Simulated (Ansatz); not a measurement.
# GaSb: the cost of one run

Computed with Ansatz 0.2.0 (DFT PBE, scalar-relativistic, plane waves, PAW, unless a step's input says otherwise).

The COD entry's cell or inner coordinates are ideal or old and differ from later refinements, so a difference from it is no clean test against experiment.

2 further runs of the same task are left out: 1 that didn't finish, 1 set aside as unsound or not needed.

### Step 1. Starting point

It takes space group F-43m (No. 216, cubic). The conventional cell has a = 6.214 Å, b = 6.214 Å, c = 6.214 Å, α = 90.00°, β = 90.00°, γ = 90.00°. Ga (site symmetry -43m) is surrounded by 4 Sb at 2.69 Å. Sb (site symmetry -43m) has 4 Ga at 2.69 Å as nearest neighbours.

Structure file:

```
Ga Sb
1.0
     0.00000    3.10692    3.10692
     3.10692    0.00000    3.10692
     3.10692    3.10692    0.00000
Ga Sb
1 1
Direct
  0.00000 0.00000 0.00000
  0.25000 0.25000 0.25000
```

This cell was relaxed beforehand with the same method: volume 29.99 Å³/atom, gap on the mesh none (metal).

### Step 2. Building the cluster of 6 host atoms, cut as a sphere about cell point 3/8, shaken

The cluster is cut from the relaxed crystal and set in a periodic box with vacuum round it. Its excess energy counts from the bulk, -5133.9200 eV an atom.

The cell holds 3 Sb, 3 Ga: a = 13.200 Å, b = 13.500 Å, c = 13.800 Å, α = 90.00°, β = 90.00°, γ = 90.00°.

### Step 3. Relaxation

input.yaml

```yaml
crystal:
  lattice:
    - [13.2, 0.0, 0.0]
    - [0.0, 13.5, 0.0]
    - [0.0, 0.0, 13.8]
  atoms:
    - { symbol: Sb, position: [0.4484213083, 0.4468162935, 0.6715409353], spin: 0.4 }
    - { symbol: Ga, position: [0.3142381337, 0.5674125511, 0.5490300317], spin: 0.4 }
    - { symbol: Sb, position: [0.4465616874, 0.6745248097, 0.4421642762], spin: 0.4 }
    - { symbol: Ga, position: [0.5636613075, 0.3240089418, 0.549867759], spin: 0.4 }
    - { symbol: Sb, position: [0.6765042285, 0.4474575156, 0.4476967958], spin: 0.4 }
    - { symbol: Ga, position: [0.5519969853, 0.5569922412, 0.3250266026], spin: 0.4 }
basis:
  ecutwfc: 420
kpoints:
  mp_grid: { grid: [1, 1, 1] }
hamiltonian:
  xc: pbe
scf:
  occupations: { method: gaussian, width: 0.05 }
output:
  forces: true
  eigenvalues: true
  populations: true
  write_density: true
  write_potential: true
  elf: true
  volumetric_format: npy
magnetization:
  spin_polarized: true
relax:
  adjacent_minimum: "off"
  f_tol: 0.03
  max_steps: 40
```

Command:

```bash
ansatz run input.yaml --threads 4 --pin off --max-ram 11264MiB --backend cpu --events-out ev --progress --plain --runs-dir out
```

Q: Estimate wall time and peak memory on 4 threads of Arm Neoverse V1, shared host.

About 3.6 min, with a peak of 1.9 GiB.
